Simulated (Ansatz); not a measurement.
A run of Ansatz 0.2.0 is set up as follows.

File input.yaml:

```yaml
crystal:
  lattice:
    - [0.0, 4.1175163063, 4.2628978354]
    - [2.3895119538, 0.0, 4.2628978354]
    - [2.3895119538, 4.1175163063, 0.0]
  atoms:
    - { symbol: Ti, position: [0.75, 0.75, 0.75] }
    - { symbol: Ti, position: [0.5, 0.5, 0.5] }
    - { symbol: Si, position: [0.41256561, 0.08743439, 0.41256561] }
    - { symbol: Si, position: [0.08743439, 0.41256561, 0.08743439] }
    - { symbol: Si, position: [0.16256561, 0.83743439, 0.16256561] }
    - { symbol: Si, position: [0.83743439, 0.16256561, 0.83743439] }
hamiltonian:
  xc: pbesol
  pseudopotentials: { kind: paw }
kpoints:
  mp_grid: { grid: [5, 5, 5] }
scf:
  occupations: { method: fermi_dirac, width: 0.05 }
output:
  forces: true
  stress: true
  eigenvalues: true
  write_density: true
  write_potential: true
  elf: true
  volumetric_format: npy
relax:
  f_tol: 0.01
  max_steps: 40
  cell: { stress_tol: 0.05 }
```

Potentials or basis: Ansatz PAW.

Command:

```console
$ ansatz run input.yaml --threads 2 --pin off --max-ram 5632MiB --backend cpu --events-out ev --progress --plain --runs-dir out
```

(1) Estimate the space group after relaxing (to 0.05 Å).

(2) What does it give for the relaxed cell?

(3) Estimate the relaxed volume.

(4) Predict the band gap on the k mesh.

Answers

(1) Fddd (No. 70).

(2) a = 5.905 Å, b = 4.883 Å, c = 4.721 Å, α = 75.86°, β = 53.31°, γ = 50.83°.

(3) 13.78 Å³/atom.

(4) none (metal or under the smearing width).

Caveat: the PAW data sets come from PBE, with cores solved anew for the run's functional, which leaves a small shift of forces and pressure.
